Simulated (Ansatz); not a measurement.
# Dielectric response of CaS (001) films, part 2 of 4

How well do thin rocksalt CaS (001) films screen a perpendicular field?

Ansatz 0.2.0; plane-wave DFT, PBEsol, Ansatz PAW.

So far. Step 2 (Relaxing the film, 6 atoms, units 3): The gap is 2.40 eV, with the valence edge 4.85 eV and the conduction edge 2.45 eV under the upper vacuum level.

### 3. Single point on the relaxed film, 6 atoms, units 3

The film was relaxed beforehand; a single point on the relaxed positions gives its levels and potential.

Contents of input.yaml:

```yaml
crystal:
  lattice:
    - [4.02343758, 0.0, 0.0]
    - [0.0, 4.02343758, 0.0]
    - [0.0, 0.0, 23.69]
  atoms:
    - { symbol: Ca, position: [0.5, 0.5, 0.3843851064] }
    - { symbol: S, position: [0.0, 0.0, 0.3806345789] }
    - { symbol: Ca, position: [0.0, 0.0, 0.4999999993] }
    - { symbol: S, position: [0.5, 0.5, 0.4999999989] }
    - { symbol: Ca, position: [0.5, 0.5, 0.6156148938] }
    - { symbol: S, position: [0.0, 0.0, 0.6193654227] }
kpoints:
  mp_grid: { grid: [8, 8, 1] }
hamiltonian:
  xc: pbesol
scf:
  occupations: { method: fixed }
  convergence: { dr2_threshold: 1.0e-09 }
efield:
  axis: 3
  dipole_correction: true
  ramp_position: 0.97
  ramp_width: 0.06
output:
  eigenvalues: true
  write_potential: true
  write_density: true
  volumetric_format: npy
```

Run with:

```bash
$ ansatz run input.yaml --threads 4 --pin off --max-ram 12288MiB --backend cpu --events-out ev --progress --plain --runs-dir out
```

Numbers of over 12 decimals in the logs are rounded to 6 here.

Output:

```text
[...]
Crystal: 6 atoms, lattice volume = 383.495 Å³
Basis set: ecut = 420 eV, 7495 PW (Γ)
Bands: 30, of which v1, the nominal top of the filled ones, is band 24 counted from 1 (23 counted from 0)
Symmetry: 8 space group operations
k-points: 15 of 64
[...]
SCF iter   1: F=—  HF=-8048.135453 eV  |F-HF|=—  |Δ(HF+E_count)|=         —  Δρ=2.46e-3  dr2=5.01e-2  ethr=1.77e-3  p=-0.000 e·Å  D=-3.02e-9 V/Å  ΔV_dip=0.00 eV  dr2_dipole=1.62e-10  V_vac-E_F(+/−)=4.71/4.71 eV  ⟨swp⟩=7.3  Hψ=2130  notcnv=0  defer=52
[...]
SCF iter   8: F=-8048.123811 eV  HF=-8048.123811 eV  |F-HF|=1.11e-10  |Δ(HF+E_count)|=   7.52e-9  Δρ=4.11e-7  dr2=9.69e-10  ethr=2.08e-12  p=0.000 e·Å  D=6.81e-7 V/Å  ΔV_dip=-0.00 eV  dr2_dipole=1.64e-11  V_vac-E_F(+/−)=4.85/4.85 eV  ⟨swp⟩=23.7  Hψ=3290  notcnv=0
SCF 1 converged in 8 iterations: F = -8048.123811 eV  dr2 = 9.69e-10
[...]
WARN: The output density's exchange-correlation potential varies sharply where the density is thin. Do not read a vacuum level from v_tot or v_xc, or from such a field of the output density. On a cell that repeats whose density bears no net charge and no dipole along the vacuum's axis use v_es (v_loc + v_h of the components); under efield.dipole_correction with no amplitude use v_es + v_field, which holds any externa [...]
SCF converged after 8 iterations
Free energy (F): -8048.123811 eV
[...]
Internal energy: -8048.123811 eV  (E = F + TS)
E sigma→0 (E₀):  -8048.123811 eV
Fermi energy:    -0.966171 eV
Dipole field:    D = -0.000003 V/Å  (p = -0.000007 e·Å, saw-weighted, corrected)
Work function:   Φ+ = 4.8539 eV   Φ− = 4.8538 eV
[...]
--- Band table (eV; the first three rows and the last of 15) ---
  k-point 0: bands = [... 20 lower, -1.1784, -1.1784, -0.9662, -0.9662, 1.4334, 2.0797, 2.4305, 2.8668, ... 2 higher]
  k-point 1: bands = [... 20 lower, -1.4212, -1.3673, -1.2977, -1.1211, 1.8385, 2.4165, 2.6190, 2.9957, ... 2 higher]
  k-point 2: bands = [... 20 lower, -1.8495, -1.5546, -1.5278, -1.4451, 2.6828, 2.8705, 3.0242, 3.3326, ... 2 higher]
  k-point 14: bands = [... 20 lower, -1.9856, -1.9856, -1.7265, -1.2729, 1.8159, 1.8159, 3.4671, 3.4671, ... 2 higher]
```

Run time: 5.8 s. Hardware: 4 threads of Arm Neoverse V1, shared host; peak memory 0.67 GiB.

Numbers from this step:

```
dipole along the normal : -6.90e-6 e·Å
```

Running mean over 2.845 Å of the planar mean; the ramp of the sawtooth is left out. Electron's electrostatic potential energy less the highest filled level against z:

z (Å), electron's electrostatic potential energy less the highest filled level (eV) and a bar from the least value:
```
      3.0       4.85 ##############################
      3.5       4.85 ##############################
      4.0       4.85 ##############################
      4.5       4.85 ##############################
      5.0       4.85 ##############################
      5.5       4.83 ##############################
      6.0       4.78 ##############################
      6.5       4.60 #############################
      7.0       3.85 ##########################
      7.5       1.78 ##################
      8.0      -0.79 ########
      8.5      -2.22 ###
      9.0      -2.59 ##
      9.5      -2.69 #
     10.0      -2.87 #
     10.5      -3.01 
     11.0      -2.89 
     11.5      -2.74 #
     12.0      -2.73 #
     12.5      -2.82 #
     13.0      -2.99 
     13.5      -2.95 
     14.0      -2.74 #
     14.5      -2.63 #
     15.0      -2.43 ##
     15.5      -1.51 ######
     16.0       0.78 ##############
     16.5       3.22 ########################
     17.0       4.42 ############################
     17.5       4.74 ##############################
     18.0       4.82 ##############################
     18.5       4.85 ##############################
     19.0       4.85 ##############################
     19.5       4.85 ##############################
     20.0       4.85 ##############################
     20.5       4.85 ##############################
```

The gap is 2.40 eV, with the valence edge 4.85 eV and the conduction edge 2.45 eV under the upper vacuum level.

### 4. Atoms held, 6 atoms, units 3, field 0.1 V/Å

A sawtooth potential applies the field, turning back in the middle of the vacuum. With the dipole correction the typed value is the field outside the slab. The induced dipole is small, so the SCF threshold is tight.

input.yaml: that of step 3 with these lines changed.

```diff
@@ -18,3 +18,3 @@
   occupations: { method: fixed }
-  convergence: { dr2_threshold: 1.0e-09 }
+  convergence: { dr2_threshold: 1.0e-10 }
 efield:
@@ -24,4 +24,4 @@
   ramp_width: 0.06
+  amplitude: 0.1
 output:
-  eigenvalues: true
   write_potential: true
```

Output:

```text
[...]
Crystal: 6 atoms, lattice volume = 383.495 Å³
Basis set: ecut = 420 eV, 7495 PW (Γ)
Bands: 30, of which v1, the nominal top of the filled ones, is band 24 counted from 1 (23 counted from 0)
Symmetry: 8 space group operations
k-points: 15 of 64
[...]
SCF iter   1: F=—  HF=-8049.634306 eV  |F-HF|=—  |Δ(HF+E_count)|=         —  Δρ=2.13e-2  dr2=5.16e0  ethr=3.10e-3  p=0.079 e·Å  D=3.74e-2 V/Å  ΔV_dip=-0.89 eV  dr2_dipole=9.62e-4  V_vac-E_F(+/−)=9.72/8.44 eV  ⟨swp⟩=7.5  Hψ=2074  notcnv=0  defer=59
[...]
SCF iter  13: F=-8048.127100 eV  HF=-8048.127100 eV  |F-HF|=1.64e-11  |Δ(HF+E_count)|=  2.03e-10  Δρ=6.23e-8  dr2=9.73e-12  ethr=1.00e-12  p=0.066 e·Å  D=3.10e-2 V/Å  ΔV_dip=-0.74 eV  dr2_dipole=3.04e-15  V_vac-E_F(+/−)=5.53/4.10 eV  ⟨swp⟩=22.5  Hψ=2627  notcnv=0
SCF 1 converged in 13 iterations: F = -8048.127100 eV  dr2 = 9.73e-12
[...]
SCF converged after 13 iterations
[...]
Free energy (F): -8048.127100 eV
[...]
Internal energy: -8048.127100 eV  (E = F + TS)
E sigma→0 (E₀):  -8048.127100 eV
Fermi energy:    -0.957147 eV
Dipole field:    D = 0.031040 V/Å  (p = 0.065784 e·Å, saw-weighted, corrected)
Work function:   not extracted (applied field tilts the vacuum); planar V_es + V_field profile in the machine report
[...]
--- Band table (eV; the first three rows and the last of 15) ---
  k-point 0: bands = [... 20 lower, -1.1882, -1.1882, -0.9571, -0.9571, 1.4309, 2.0792, 2.3868, 2.8676, ... 2 higher]
  k-point 1: bands = [... 20 lower, -1.4243, -1.3576, -1.3095, -1.1101, 1.8357, 2.4136, 2.5682, 3.0203, ... 2 higher]
  k-point 2: bands = [... 20 lower, -1.8515, -1.5732, -1.5237, -1.4275, 2.6675, 2.8437, 3.0300, 3.3416, ... 2 higher]
  k-point 14: bands = [... 20 lower, -1.9827, -1.9827, -1.7337, -1.2673, 1.8142, 1.8142, 3.4664, 3.4664, ... 2 higher]
```

The job ended after 6.8 s (4 threads; peak memory 0.65 GiB; 26 s of CPU time).

Numbers from this step:

```yaml
gap_on_the_k_mesh: 2.388 eV
dipole_along_the_normal: 0.06578 e·Å
```

The dipole is 0.0658 e·Å, and the gap on the mesh 2.388 eV.

### 5. Atoms held, 6 atoms, units 3, field -0.1 V/Å

input.yaml: that of step 4 with these lines changed.

```diff
@@ -24,3 +24,3 @@
   ramp_width: 0.06
-  amplitude: 0.1
+  amplitude: -0.1
 output:
```

Output:

```text
[...]
Crystal: 6 atoms, lattice volume = 383.495 Å³
Basis set: ecut = 420 eV, 7495 PW (Γ)
Bands: 30, of which v1, the nominal top of the filled ones, is band 24 counted from 1 (23 counted from 0)
Symmetry: 8 space group operations
k-points: 15 of 64
[...]
k-point 0: bands = [... 20 lower, -1.1882, -1.1882, -0.9571, -0.9571, 1.4309, 2.0792, 2.3868, 2.8676, ... 2 higher]
  k-point 1: bands = [... 20 lower, -1.4243, -1.3576, -1.3095, -1.1101, 1.8357, 2.4136, 2.5682, 3.0203, ... 2 higher]
  k-point 2: bands = [... 20 lower, -1.8515, -1.5732, -1.5237, -1.4275, 2.6675, 2.8437, 3.0300, 3.3416, ... 2 higher]
  k-point 14: bands = [... 20 lower, -1.9827, -1.9827, -1.7337, -1.2673, 1.8142, 1.8142, 3.4664, 3.4664, ... 2 higher]
[key lines of the parts left out:]
SCF converged after 13 iterations
Free energy (F): -8048.127100 eV
Fermi energy:    -0.957147 eV
Dipole field:    D = -0.031040 V/Å  (p = -0.065784 e·Å, saw-weighted, corrected)
```

Run time: 6.7 s. Hardware: 4 threads; peak memory 0.65 GiB; 26 s of CPU time.

The dipole is -0.0658 e·Å, and the gap on the mesh 2.388 eV.

### 6. Response with the atoms held, 6 atoms, units 3

This step: plane-wave DFT, PBEsol, Ansatz PAW; response to a field along the normal, atoms held (Ansatz 0.2.0).

The two fields give this film's response with the atoms held: the electronic part.

This step gave:

* equivalent conductor thickness p/(ε₀AE): 7.353 Å
* distance between the outer atoms: 5.656 Å
* thickness: 8.535 Å

Local field over the applied field, running mean. From the potentials at -0.1 and 0.1 V/Å; running mean over 2.845 Å, taken twice. Local field over applied field against z:

z (Å), local field over applied field and a bar from the least value:
```
      4.5      0.988 ##############################
      5.0      0.972 #############################
      5.5      0.938 ############################
      6.0      0.881 ##########################
      6.5      0.796 #######################
      7.0      0.688 ###################
      7.5      0.565 ##############
      8.0      0.443 ##########
      8.5      0.338 ######
      9.0      0.259 ###
      9.5      0.209 #
     10.0      0.185 
     10.5      0.180 
     11.0      0.182 
     11.5      0.184 
     12.0      0.184 
     12.5      0.183 
     13.0      0.181 
     13.5      0.182 
     14.0      0.197 #
     14.5      0.237 ##
     15.0      0.305 #####
     15.5      0.400 ########
     16.0      0.517 ############
     16.5      0.642 #################
     17.0      0.758 #####################
     17.5      0.852 #########################
     18.0      0.919 ###########################
     18.5      0.962 #############################
     19.0      0.983 ##############################
     19.5      0.993 ##############################
```

Electrons, planar mean, per unit field. Table of induced electron density by z:

z (Å), induced electron density (e/Å³ per V/Å) and a bar from the least value:
```
      4.5    0.00002 ###############
      5.0    0.00004 ###############
      5.5    0.00012 ###############
      6.0    0.00030 ################
      6.5    0.00071 ##################
      7.0    0.00156 ######################
      7.5    0.00275 ############################
      8.0    0.00323 ##############################
      8.5    0.00160 ######################
      9.0    0.00027 ################
      9.5   -0.00110 ##########
     10.0   -0.00167 #######
     10.5   -0.00014 ##############
     11.0    0.00158 ######################
     11.5    0.00103 ####################
     12.0   -0.00028 #############
     12.5   -0.00185 ######
     13.0   -0.00057 ############
     13.5    0.00121 ####################
     14.0    0.00174 #######################
     14.5   -0.00017 ##############
     15.0   -0.00076 ###########
     15.5   -0.00285 #
     16.0   -0.00311 
     16.5   -0.00200 #####
     17.0   -0.00098 ##########
     17.5   -0.00042 #############
     18.0   -0.00017 ##############
     18.5   -0.00006 ##############
     19.0   -0.00002 ###############
     19.5   -0.00001 ###############
```

By hand: between -0.1 and 0.1 V/Å the dipole changes by 0.1316 e·Å, a slope of 0.6578 e·Å²/V. A perfect conductor of thickness t has p = ε₀AEt, so t = 180.95 × 0.6578 / 16.188 = 7.35 Å (e/ε₀ = 180.95 V·Å, A in Å²).

The induced dipole is that of a conductor 7.35 Å thick.

### 7. Relaxing in the field, 6 atoms, field 0.05 V/Å

This step: plane-wave DFT, PBEsol, Ansatz PAW (Ansatz 0.2.0).

Now the atoms may follow the field. A weak field makes forces of meV/Å to tens of meV/Å, so the force tolerance is set well below the usual one.

input.yaml: that of step 5 with these lines changed.

```diff
@@ -24,3 +24,6 @@
   ramp_width: 0.06
-  amplitude: -0.1
+  amplitude: 0.05
+relax:
+  f_tol: 0.0006
+  max_steps: 70
 output:
```

Output:

```text
[...]
Crystal: 6 atoms, lattice volume = 383.495 Å³
Basis set: ecut = 420 eV, 7495 PW (Γ), exchange–correlation on 54×54×320 points (8 copies of the dense FFT grid, shifted against one another)
Bands: 30, of which v1, the nominal top of the filled ones, is band 24 counted from 1 (23 counted from 0)
Symmetry: 8 space group operations
k-points: 15 of 64
[...]
SCF iter   1: F=—  HF=-8049.631410 eV  |F-HF|=—  |Δ(HF+E_count)|=         —  Δρ=2.13e-2  dr2=5.15e0  ethr=3.10e-3  p=0.040 e·Å  D=1.87e-2 V/Å  ΔV_dip=-0.44 eV  dr2_dipole=2.39e-4  V_vac-E_F(+/−)=9.42/8.78 eV  ⟨swp⟩=7.9  Hψ=2165  notcnv=0  defer=57
[...]
SCF iter  13: F=-8048.124584 eV  HF=-8048.124584 eV  |F-HF|=5.28e-11  |Δ(HF+E_count)|=  2.76e-10  Δρ=6.34e-8  dr2=1.03e-11  ethr=1.00e-12  p=0.033 e·Å  D=1.55e-2 V/Å  ΔV_dip=-0.37 eV  dr2_dipole=1.48e-15  V_vac-E_F(+/−)=5.19/4.48 eV  ⟨swp⟩=7.3  Hψ=2239  notcnv=0
SCF 1 converged in 13 iterations: F = -8048.124584 eV  dr2 = 1.03e-11
[...]
relax step   1: F+E_penalty+E_count = -8048.12458438 eV  Δ(F+E_penalty+E_count) = +0.000e0 eV  max|allowed force component| = 2.274e-2 eV/Å  Δτ_max = 0.0000 Å  (13 SCF iters, accepted)
[...]
SCF iter   9: F=-8048.124348 eV  HF=-8048.124348 eV  |F-HF|=1.82e-12  |Δ(HF+E_count)|=  2.43e-10  Δρ=5.47e-8  dr2=7.21e-12  ethr=1.00e-12  p=0.046 e·Å  D=2.19e-2 V/Å  ΔV_dip=-0.52 eV  dr2_dipole=1.45e-13  V_vac-E_F(+/−)=5.12/4.56 eV  ⟨swp⟩=6.7  Hψ=2271  notcnv=0
SCF 2 converged in 9 iterations: F = -8048.124348 eV  dr2 = 7.21e-12
relax step   2: F+E_penalty+E_count = -8048.12434779 eV  Δ(F+E_penalty+E_count) = +2.366e-4 eV  max|allowed force component| = 3.638e-2 eV/Å  Δτ_max = 0.0087 Å  (9 SCF iters, rejected (line search))
SCF iter   1: F=—  HF=-8048.124637 eV  |F-HF|=—  |Δ(HF+E_count)|=         —  Δρ=1.36e-4  dr2=3.22e-4  ethr=1.07e-5  p=0.046 e·Å  D=2.19e-2 V/Å  ΔV_dip=-0.52 eV  dr2_dipole=1.91e-4  V_vac-E_F(+/−)=5.12/4.56 eV  ⟨swp⟩=4.3  Hψ=955  notcnv=0  defer=60
[...]
SCF iter   8: F=-8048.124720 eV  HF=-8048.124720 eV  |F-HF|=1.17e-10  |Δ(HF+E_count)|=   1.08e-9  Δρ=1.67e-7  dr2=7.14e-11  ethr=1.00e-12  p=0.038 e·Å  D=1.81e-2 V/Å  ΔV_dip=-0.43 eV  dr2_dipole=9.95e-15  V_vac-E_F(+/−)=5.16/4.51 eV  ⟨swp⟩=7.3  Hψ=2439  notcnv=0
SCF 3 converged in 8 iterations: F = -8048.124720 eV  dr2 = 7.14e-11
relax step   3: F+E_penalty+E_count = -8048.12472006 eV  Δ(F+E_penalty+E_count) = -1.357e-4 eV  max|allowed force component| = 1.387e-3 eV/Å  Δτ_max = 0.0029 Å  (8 SCF iters, accepted)
SCF iter   1: F=—  HF=-8048.124720 eV  |F-HF|=—  |Δ(HF+E_count)|=         —  Δρ=2.66e-6  dr2=1.84e-7  ethr=2.00e-9  p=0.038 e·Å  D=1.81e-2 V/Å  ΔV_dip=-0.43 eV  dr2_dipole=3.28e-8  V_vac-E_F(+/−)=5.16/4.51 eV  ⟨swp⟩=2.7  Hψ=909  notcnv=0  defer=33
[...]
SCF iter   5: F=-8048.124720 eV  HF=-8048.124720 eV  |F-HF|=3.91e-11  |Δ(HF+E_count)|=  1.33e-10  Δρ=6.38e-8  dr2=1.40e-11  ethr=1.00e-12  p=0.038 e·Å  D=1.81e-2 V/Å  ΔV_dip=-0.43 eV  dr2_dipole=7.26e-13  V_vac-E_F(+/−)=5.16/4.51 eV  ⟨swp⟩=6.9  Hψ=2211  notcnv=0
SCF 4 converged in 5 iterations: F = -8048.124720 eV  dr2 = 1.40e-11
relax step   4: F+E_penalty+E_count = -8048.12472019 eV  Δ(F+E_penalty+E_count) = -1.316e-7 eV  max|allowed force component| = 1.345e-4 eV/Å  Δτ_max = 0.0001 Å  (5 SCF iters, accepted)
NSCF: frozen V_eff on 15 k-points
[...]
SCF converged after 5 iterations
[...]
Free energy (F): -8048.124720 eV
[...]
Internal energy: -8048.124720 eV  (E = F + TS)
E sigma→0 (E₀):  -8048.124720 eV
Fermi energy:    -0.965870 eV
Dipole field:    D = 0.018081 V/Å  (p = 0.038320 e·Å, saw-weighted, corrected)
Work function:   not extracted (applied field tilts the vacuum); planar V_es + V_field profile in the machine report
[...]
--- Forces (eV/Å), atoms counted from 1 ---
  atom   1  Ca    -0.00000000     0.00000000    -0.00005453
  atom   2  S      0.00000000     0.00000000    -0.00002501
  atom   3  Ca     0.00000000     0.00000000     0.00013393
  atom   4  S      0.00000000     0.00000000    -0.00001745
  atom   5  Ca    -0.00000000     0.00000000    -0.00003523
  atom   6  S     -0.00000000     0.00000000    -0.00000494
  max |Σ_I F_I| component: 3.24e-6 eV/Å
--- Band table (eV; the first three rows and the last of 15) ---
  k-point 0: bands = [... 20 lower, -1.1788, -1.1788, -0.9659, -0.9659, 1.4334, 2.0797, 2.4264, 2.8668, ... 2 higher]
  k-point 1: bands = [... 20 lower, -1.4215, -1.3667, -1.2981, -1.1207, 1.8385, 2.4163, 2.6139, 2.9991, ... 2 higher]
  k-point 2: bands = [... 20 lower, -1.8496, -1.5552, -1.5275, -1.4445, 2.6818, 2.8673, 3.0260, 3.3338, ... 2 higher]
  k-point 14: bands = [... 20 lower, -1.9855, -1.9855, -1.7267, -1.2727, 1.8159, 1.8159, 3.4671, 3.4671, ... 2 higher]
--- Relaxed structure (4 steps of the walk, 3 accepted, 0 SCFs on fresh bases) ---
  F+E_penalty+E_count = -8048.12472019 eV   max|allowed force component| = 1.345e-4 eV/Å
  atoms:
    - { symbol: Ca, position: [0.5, 0.5, 0.384492] }
    - { symbol: S, position: [0, 0.0, 0.380508] }
    - { symbol: Ca, position: [0, 0.0, 0.500038] }
    - { symbol: S, position: [0.5, 0.5, 0.499996] }
    - { symbol: Ca, position: [0.5, 0.5, 0.615726] }
    - { symbol: S, position: [0, 0.0, 0.619240] }
```

It took 14 s on 4 threads; peak memory 0.64 GiB; 56 s of CPU time.

Hardly anything moved in the relaxation; the energy changed by under 0.2 meV an atom.

This step gave:

* gap on the k-mesh: 2.399 eV
* dipole along the normal: 0.03832 e·Å

The relaxation took 4 steps and lowered the energy by 1.4e-4 eV; the largest force on the free atoms ends at 1.3e-4 eV/Å.

The dipole is 0.0383 e·Å, and the gap on the mesh 2.399 eV.

### 8. Relaxing in the field, 6 atoms, field -0.05 V/Å

The opposite sign, again from the field-free geometry; the difference of the two cancels what relaxes without a field.

input.yaml: that of step 7 with these lines changed.

```diff
@@ -24,3 +24,3 @@
   ramp_width: 0.06
-  amplitude: 0.05
+  amplitude: -0.05
 relax:
```

Output:

```text
[...]
Crystal: 6 atoms, lattice volume = 383.495 Å³
Basis set: ecut = 420 eV, 7495 PW (Γ), exchange–correlation on 54×54×320 points (8 copies of the dense FFT grid, shifted against one another)
Bands: 30, of which v1, the nominal top of the filled ones, is band 24 counted from 1 (23 counted from 0)
Symmetry: 8 space group operations
k-points: 15 of 64
[...]
--- Relaxed structure (4 steps of the walk, 3 accepted, 0 SCFs on fresh bases) ---
  F+E_penalty+E_count = -8048.12472019 eV   max|allowed force component| = 1.342e-4 eV/Å
  atoms:
    - { symbol: Ca, position: [0.5, 0.5, 0.384274] }
    - { symbol: S, position: [0, 0.0, 0.380760] }
    - { symbol: Ca, position: [0, 0.0, 0.499962] }
    - { symbol: S, position: [0.5, 0.5, 0.500004] }
    - { symbol: Ca, position: [0.5, 0.5, 0.615508] }
    - { symbol: S, position: [0, 0.0, 0.619492] }
[key lines of the parts left out:]
SCF converged after 5 iterations
Free energy (F): -8048.124720 eV
Fermi energy:    -0.965870 eV
Dipole field:    D = -0.018081 V/Å  (p = -0.038320 e·Å, saw-weighted, corrected)
```

It took 14 s on 4 threads; peak memory 0.64 GiB.

No atom moved by 0.005 Å in the relaxation.

The relaxation took 4 steps and lowered the energy by 1.4e-4 eV; the largest force on the free atoms ends at 1.3e-4 eV/Å.

The dipole is -0.0383 e·Å, and the gap on the mesh 2.399 eV.

### 9. Response with the atoms relaxed, 6 atoms, units 3

This step: plane-wave DFT, PBEsol, Ansatz PAW; response to a field along the normal, atoms relaxed (Ansatz 0.2.0).

The two relaxed runs give the static response.

This step gave:

- equivalent conductor thickness p/(ε₀AE): 8.567 Å

Local field over the applied field, running mean. From the potentials at -0.05 and 0.05 V/Å; running mean over 2.845 Å, taken twice. Local field over applied field against z:

```csv
z (Å),local field over applied field
4.15,0.994
4.59,0.986
5.03,0.968
5.33,0.945
5.77,0.890
6.22,0.824
6.66,0.723
7.11,0.600
7.40,0.507
7.85,0.370
8.29,0.262
8.74,0.176
9.18,0.0957
9.62,0.0529
9.92,0.0419
10.36,0.0570
10.81,0.0791
11.25,0.0778
11.70,0.0738
11.99,0.0738
12.44,0.0778
12.88,0.0791
13.33,0.0570
13.77,0.0419
14.07,0.0529
14.51,0.0957
14.95,0.176
15.40,0.262
15.84,0.370
16.29,0.507
16.58,0.600
17.03,0.723
17.47,0.824
17.92,0.890
18.36,0.945
18.66,0.968
19.10,0.986
19.54,0.994
```

The induced dipole is that of a conductor 8.57 Å thick.

(Part 2 of 4 ends here.)

[Logs are printed without paths, hosts, clocks, repeated set-up lines and the standing remarks that a program may print on its own settings, such as how far it seeks lower states.]

[Hosts, paths, dates, database ids (printed as entryN), source tags and the programs' standing remarks are cut or masked in the printed files.]

[Maps of the electrostatic potential energy from Ansatz leave out the sawtooth potential of an applied field or a dipole correction, so their vacuum need not be flat; planar profiles and work functions include it.]
